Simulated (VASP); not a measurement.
# Pb (Fm-3m) in VASP: further runs

The runs below take Pb through relaxation of cell and atoms, electrostatic potential, with revPBE+D3(BJ).

Program: VASP 6.6.1. These are calculated values, not measurements. Logs are shortened: lines on timing, memory, paths and dates and some standing lists are left out, and cuts for length are marked.

## (1) The structure

Symmetry: Fm-3m, No. 225, cubic system. The conventional cell has a = 4.930 Å, b = 4.930 Å, c = 4.930 Å, α = 90.00°, β = 90.00°, γ = 90.00°. Pb (site symmetry m-3m) has 12 Pb at 3.49 Å as nearest neighbours.

The cell was built by a generator and needn't be a form met in nature.

## (2) Relaxation of cell and atoms, revPBE+D3(BJ)

INCAR

```
SYSTEM = Pb
PREC = Accurate
ENCUT = 600
EDIFF = 1E-6
ISMEAR = 1
SIGMA = 0.1
LREAL = .FALSE.
LASPH = .TRUE.
NELM = 120
ALGO = Normal
ISIF = 3
LWAVE = .FALSE.
LCHARG = .FALSE.
GGA = RE
IVDW = 12
IBRION = 2
NSW = 40
EDIFFG = -0.005
```

KPOINTS

```
regular mesh
0
G
  14 14 14
  0 0 0
```

POSCAR

```
Pb
1.0
    0.0000000000      2.4650000000      2.4650000000
    2.4650000000      0.0000000000      2.4650000000
    2.4650000000      2.4650000000      0.0000000000
Pb
1
Direct
    0.0000000000      0.0000000000      0.0000000000
```

Potentials or basis: VASP PAW PBE potentials, release 64 (Pb_d).

Launch:

```sh
> cat potpaw_PBE.64/Pb_d/POTCAR > POTCAR
> mpirun -np 1 vasp_std > vasp.out
```

OUTCAR:

```text
SYSTEM = Pb
   PREC = Accurate
   ENCUT = 600
   EDIFF = 1E-6
   ISMEAR = 1
   LREAL = .FALSE.
   LASPH = .TRUE.
   NELM = 120
   ISIF = 3
   GGA = RE
   IVDW = 12
   IBRION = 2
   NSW = 40
   EDIFFG = -0.005
 IVDW          = 12

 ion  position               nearest neighbor table
   1  0.000  0.000  0.000-

  LATTYP: Found a face centered cubic cell.
 ALAT       =     4.9300000000

  Lattice vectors:

 A1 = (   0.0000000000,   2.4650000000,   2.4650000000)
 A2 = (   2.4650000000,   0.0000000000,   2.4650000000)
 A3 = (   2.4650000000,   2.4650000000,   0.0000000000)

Analysis of symmetry for initial positions (statically):
=====================================================================
 Subroutine PRICEL returns:
 Original cell was already a primitive cell.

 Routine SETGRP: Setting up the symmetry group for a
 face centered cubic supercell.

 Subroutine GETGRP returns: Found 48 space group operations
 (whereof 48 operations were pure point group operations)
 out of a pool of 48 trial point group operations.

The static configuration has the point symmetry O_h .

Analysis of symmetry for dynamics (positions and initial velocities):
=====================================================================
 Subroutine PRICEL returns:
 Original cell was already a primitive cell.

 Routine SETGRP: Setting up the symmetry group for a
 face centered cubic supercell.

 Subroutine GETGRP returns: Found 48 space group operations
 (whereof 48 operations were pure point group operations)
 out of a pool of 48 trial point group operations.

The dynamic configuration has the point symmetry O_h .

 Subroutine INISYM returns: Found 48 space group operations
 (whereof 48 operations are pure point group operations),
 and found     1 'primitive' translations

----------------------------------------------------------------------------------------

                                     Primitive cell

  volume of cell :      29.9558

  direct lattice vectors                    reciprocal lattice vectors
     0.000000000  2.465000000  2.465000000    -0.202839757  0.202839757  0.202839757
     2.465000000  0.000000000  2.465000000     0.202839757 -0.202839757  0.202839757
     2.465000000  2.465000000  0.000000000     0.202839757  0.202839757 -0.202839757

  length of vectors
     3.486036431  3.486036431  3.486036431     0.351328764  0.351328764  0.351328764

  position of ions in fractional coordinates (direct lattice)
     0.000000000  0.000000000  0.000000000

  ion indices of the primitive-cell ions
   primitive index   ion index
                 1           1

----------------------------------------------------------------------------------------

 KPOINTS: regular mesh

Automatic generation of k-mesh.
 Grid dimensions read from file:
 generate k-points for:   14   14   14

 Generating k-lattice:

  Cartesian coordinates                     Fractional coordinates (reciprocal lattice)
    -0.014488554  0.014488554  0.014488554     0.071428571  0.000000000  0.000000000
     0.014488554 -0.014488554  0.014488554     0.000000000  0.071428571  0.000000000
     0.014488554  0.014488554 -0.014488554     0.000000000  0.000000000  0.071428571

  Length of vectors
     0.025094912  0.025094912  0.025094912

  Shift w.r.t. Gamma in fractional coordinates (k-lattice)
     0.000000000  0.000000000  0.000000000

 Subroutine IBZKPT returns following result:
 ===========================================

 Found    104 irreducible k-points:

 Following reciprocal coordinates:
            Coordinates               Weight
  0.000000  0.000000  0.000000      1.000000
  0.071429  0.000000  0.000000      8.000000
  0.142857  0.000000  0.000000      8.000000
  0.214286  0.000000  0.000000      8.000000
  0.285714  0.000000  0.000000      8.000000
  0.357143  0.000000  0.000000      8.000000
[... 16 lines left out ...]
  0.214286  0.142857  0.000000     24.000000
  0.285714  0.142857  0.000000     24.000000
 [... further k-points ...]
   k-points           NKPTS =    104   k-points in BZ     NKDIM =    104   number of bands    NBANDS=     11
   number of dos      NEDOS =    301   number of ions     NIONS =      1
   total plane-waves  NPLWV =  21952
   dimension x,y,z NGX =    28 NGY =   28 NGZ =   28
   dimension x,y,z NGXF=    56 NGYF=   56 NGZF=   56
   ions per type =               1
   NGX,Y,Z   is equivalent  to a cutoff of  13.35, 13.35, 13.35 a.u.
   NGXF,Y,Z  is equivalent  to a cutoff of  26.71, 26.71, 26.71 a.u.
 SYSTEM =  Pb
   PREC   = accura    normal or accurate (medium, high low for compatibility)
   ISTART =      0    job   : 0-new  1-cont  2-samecut
   ICHARG =      2    charge: 1-file 2-atom 10-const
   ISPIN  =      1    spin polarized calculation?
   LNONCOLLINEAR =      F non collinear calculations
   LSORBIT =      F    spin-orbit coupling
   LASPH  =      T    aspherical Exc in radial PAW
   ENCUT  =  600.0 eV  44.10 Ry    6.64 a.u.   6.96  6.96  6.96*2*pi/ulx,y,z
   NELM   =    120;   NELMIN=  2; NELMDL= -5     # of ELM steps
   EDIFF  = 0.1E-05   stopping-criterion for ELM
   LREAL  =      F    real-space projection
   EDIFFG = -.5E-02   stopping-criterion for IOM
   NSW    =     40    number of steps for IOM
   IBRION =      2    ionic relax: 0-MD 1-quasi-New 2-CG
   NFREE  =      1    steps in history (QN), initial steepest desc. (CG)
   ISIF   =      3    stress and relaxation
   ISYM   =      2    0-nonsym 1-usesym 2-fastsym
   POTIM  = 0.5000    time-step for ionic-motion
   TEBEG  =    0.0;   TEEND  =   0.0 temperature during run
   PSTRESS=    0.0 pullay stress
   NELECT =      14.0000    total number of electrons
   NUPDOWN=      -1.0000    fix difference up-down
   EMIN   =  10.00;   EMAX   =-10.00  energy-range for DOS
   EFERMI =   0.00;   METHOD = LEGACY
   ISMEAR =     1;   SIGMA  =   0.10  broadening in eV -4-tet -1-fermi 0-gaus
   EFERMI_NEDOS =   21; number of points for ismear=-14 and -15
   IALGO  =     38    algorithm
   IMIX   =      4    mixing-type and parameters
     AMIX     =   0.40;   BMIX     =  1.00
     AMIX_MAG =   1.60;   BMIX_MAG =  1.00
  volume/ion in A,a.u.               =      29.96       202.15
  Fermi-wavevector in a.u.,A,eV,Ry     =   1.270449  2.400801 21.960358  1.614041
  Thomas-Fermi vector in A             =   2.403436
   LORBIT       =      0    0 simple, 1 ext, 2 COOP (PROOUT), +10 PAW based schemes
   GGA     = RE    functional components
   LHFCALC =     F    Hartree Fock is set to
   AEXX    =    0.0000 exact exchange contribution
   IVDW    =    12    specifies the selected vdW correction
   LEPSILON=     F    determine dielectric tensor
   LRPA    =     F    only Hartree local field effects (RPA)
 conjugate gradient relaxation of ions
 non-spin polarized calculation
 Methfessel and Paxton  Order N= 1 SIGMA  =   0.10
  energy-cutoff  :      600.00
  volume of cell :       29.96
 maximum number of plane-waves:      1012
   NGX = 13   NGY = 13   NGZ = 13

--------------------------------------- Ionic step        1  -------------------------------------------

 number of electron      13.9999999 magnetization

 Free energy of the ion-electron system (eV)
  ---------------------------------------------------
  ext. energy  EPLUGINS =         0.00000000
  ---------------------------------------------------
  free energy    TOTEN  =        -3.21262831 eV

  energy without entropy =       -3.21273577  energy(sigma->0) =       -3.21266413

------------------------ aborting loop because EDIFF is reached ----------------------------------------

 Edisp (eV)   -0.74409

 E8    (eV) :    -0.5543

  FORCE on cell =-STRESS in cart. coord.  units (eV):
  Direction    XX          YY          ZZ          XY          YZ          ZX
  --------------------------------------------------------------------------------------
  -------------------------------------------------------------------------------------
  Total       0.02673     0.02673     0.02673    -0.00000    -0.00000     0.00000
  in kB       1.42973     1.42973     1.42973    -0.00000    -0.00000     0.00000
  external pressure =        1.43 kB  Pullay stress =        0.00 kB
[... 98 lines left out ...]
  energy  without entropy=       -3.9568393591  energy(sigma->0) =       -3.95678501

--------------------------------------- Ionic step        4  -------------------------------------------

 number of electron      13.9999999 magnetization

 Free energy of the ion-electron system (eV)
  ---------------------------------------------------
  ext. energy  EPLUGINS =         0.00000000
  ---------------------------------------------------
  free energy    TOTEN  =        -3.21438586 eV

  energy without entropy =       -3.21447319  energy(sigma->0) =       -3.21441497

 E-fermi :   7.5400     XC(G=0): -10.1621

 val. band max:        7.5282398716   @ k =  -0.2857   0.2857   0.0714
 cond. band min:       7.5517055422   @ k =   0.3571   0.2143   0.0000
 fundamental gap:      0.0234656706
 Fermi energy:         7.5400395681

 k-point     1 :       0.0000    0.0000    0.0000
  band No.  band energies     occupation
      1      -9.6424      2.00000
      2      -9.6424      2.00000
      3      -9.6424      2.00000
      4      -9.4994      2.00000
      5      -9.4994      2.00000
      6      -4.3308      2.00000
      7      15.0019      0.00000
      8      15.0019      0.00000
      9      15.0019      0.00000
     10      17.2279      0.00000
     11      18.9255      0.00000
[... 309 lines left out ...]
 k-point    24 :       0.2857    0.1429    0.0000
  band No.  band energies     occupation
      1      -9.6847      2.00000
      2      -9.5837      2.00000
      3      -9.5546      2.00000
      4      -9.5119      2.00000
      5      -9.4286      2.00000
      6      -2.8809      2.00000
      7       8.7606     -0.00000
      8      12.2701      0.00000
      9      12.5254      0.00000
     10      15.9250      0.00000
     11      17.5515      0.00000

 [... further k-points ...]

------------------------ aborting loop because EDIFF is reached ----------------------------------------

 Edisp (eV)   -0.74237

 E8    (eV) :    -0.5531

  FORCE on cell =-STRESS in cart. coord.  units (eV):
  Direction    XX          YY          ZZ          XY          YZ          ZX
  --------------------------------------------------------------------------------------
  -------------------------------------------------------------------------------------
  Total       0.00096     0.00096     0.00096    -0.00000     0.00000    -0.00000
  in kB       0.05131     0.05131     0.05131    -0.00000     0.00000    -0.00000
  external pressure =        0.05 kB  Pullay stress =        0.00 kB
[... 16 lines left out ...]
  FREE ENERGIE OF THE ION-ELECTRON SYSTEM (eV)
  ---------------------------------------------------
  free  energy   TOTEN  =        -3.9567580639 eV

  energy  without entropy=       -3.9568453891  energy(sigma->0) =       -3.95678717

 reached required accuracy - stopping structural energy minimisation
```

Run time: 43 s. Hardware: 1 thread of AMD EPYC 9R14 (Zen 4), shared host; peak memory 0.17 GiB.

Results:

| Item | Value |
| --- | --- |
| Free energy | -3.9568 eV |
| Relaxed volume | 30.02 Å³/atom |
| Relaxed cell | a = 3.489 Å, b = 3.489 Å, c = 3.489 Å, α = 60.00°, β = 60.00°, γ = 60.00° |
| Space group after relaxing (to 0.05 Å) | Fm-3m (No. 225) |
| Energy gained by relaxing | 0.0 meV/atom |
| Ionic steps | 4 |
| Pressure after relaxing | 0.0 GPa |
| Band gap on the k mesh | none (metal or under the smearing width) |
| Dispersion energy per atom | -0.742 eV |

Final structure:
```
CELL_PARAMETERS angstrom
0.00000 2.46685 2.46685
2.46685 0.00000 2.46685
2.46685 2.46685 0.00000
ATOMIC_POSITIONS crystal
Pb 0.00000 0.00000 0.00000
```

Caveat: the PAW data sets were made with another functional, which shifts forces and pressure a little; pairwise dispersion overbinds metals, which lowers pressure and volume.

## (3) Electrostatic potential, revPBE+D3(BJ)

This run uses another cell than the first one, of 30.02 Å³/atom, 1.002 times its volume.

INCAR

```
PREC = Accurate ; ENCUT = 520
EDIFF = 1E-6 ; ISMEAR = 1
SIGMA = 0.1 ; LREAL = F
LASPH = T ; NELM = 100
ALGO = Normal ; ISIF = 2
LWAVE = F ; LCHARG = T
GGA = RE ; IVDW = 12
LVHAR = T
```

KPOINTS

```
regular mesh
0
Gamma
  14 14 14
```

POSCAR

```
Pb                                      
1.0
    0.0000000000      2.4668450044      2.4668450044
    2.4668450044     -0.0000000000      2.4668450044
    2.4668450044      2.4668450044     -0.0000000000
  Pb            
     1
Direct
     0.0000000000000000    0.0000000000000000    0.0000000000000000
```

Potentials or basis: VASP PAW PBE potentials, release 64 (Pb_d).

Launch:

```sh
> cat potpaw_PBE.64/Pb_d/POTCAR > POTCAR
> mpirun -np 1 vasp_std > vasp.out
```

It took 19 s on 1 thread of AMD EPYC 9R14 (Zen 4), shared host; peak memory 0.16 GiB.

The run converged. Its results:

* Free energy: -3.9566 eV
* Pressure: 0.0 GPa
* Band gap on the k mesh: none (metal or under the smearing width)
* Dispersion energy per atom: -0.742 eV

Levels at points of the mesh, in eV from the Fermi level:
```tsv
k point	band 4	band 5	band 6	band 7	band 8	band 9	band 10	band 11
(0.00, 0.00, 0.00)	-17.04	-17.04	-11.87	7.46	7.46	7.46	9.69	11.39
(0.50, 0.00, 0.00)	-16.90	-16.90	-8.18	-4.31	5.60	5.60	9.17	9.48
(0.50, 0.50, 0.00)	-16.87	-16.87	-6.75	-3.36	2.02	2.02	5.33	6.60
```

Caveat: the PAW data sets were made with another functional, which shifts forces and pressure a little; pairwise dispersion overbinds metals, which lowers pressure and volume. Spin-orbit coupling is left out, which matters for the levels of Pb.
